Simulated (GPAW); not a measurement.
The system is MgSe.

```
CELL_PARAMETERS angstrom
0.00000 2.72550 2.72550
2.72550 0.00000 2.72550
2.72550 2.72550 0.00000
ATOMIC_POSITIONS crystal
Se 0.50000 0.50000 0.50000
Mg 0.00000 0.00000 0.00000
```

| Property | Result |
| --- | --- |
| Program | GPAW 26.7.0 |
| Task | single point |
| Functional | PBE |
| Potentials or basis | GPAW PAW data sets (gpaw-data 1.2.1) |
| Cutoff | 800 eV |
| Basis | pw |
| k mesh | 8 × 8 × 8 |
| Occupations | fermi-dirac, width 0.05 eV |
| Spin | no spin polarisation |

On this cell: pressure 2.0 GPa; largest force zero by symmetry; band gap on the k mesh 1.82 eV, indirect (least direct gap 2.62 eV).

The same run follows on a disturbed copy (atoms moved at random, drawn with an rms of 0.05 Å):

```
CELL_PARAMETERS angstrom
0.00000 2.72550 2.72550
2.72550 0.00000 2.72550
2.72550 2.72550 0.00000
ATOMIC_POSITIONS crystal
Se 0.48691 0.50455 0.49757
Mg 0.00322 0.99083 0.99151
```

Problem. What changes?

Solution. The energy moves by +2.3 meV/atom; pressure 2.1 GPa; largest force 0.153 eV/Å; band gap on the k mesh 1.82 eV, indirect (least direct gap 2.62 eV).

Forces in eV/Å, atoms in the order of the input:
```
Se  -0.135  0.069  0.017
Mg   0.135 -0.069 -0.017
```

Stress tensor (GPa, compression positive):
```
2.25 0.02 0.00
0.02 2.04 0.00
0.00 0.00 1.96
```

A k mesh can miss the band edges.
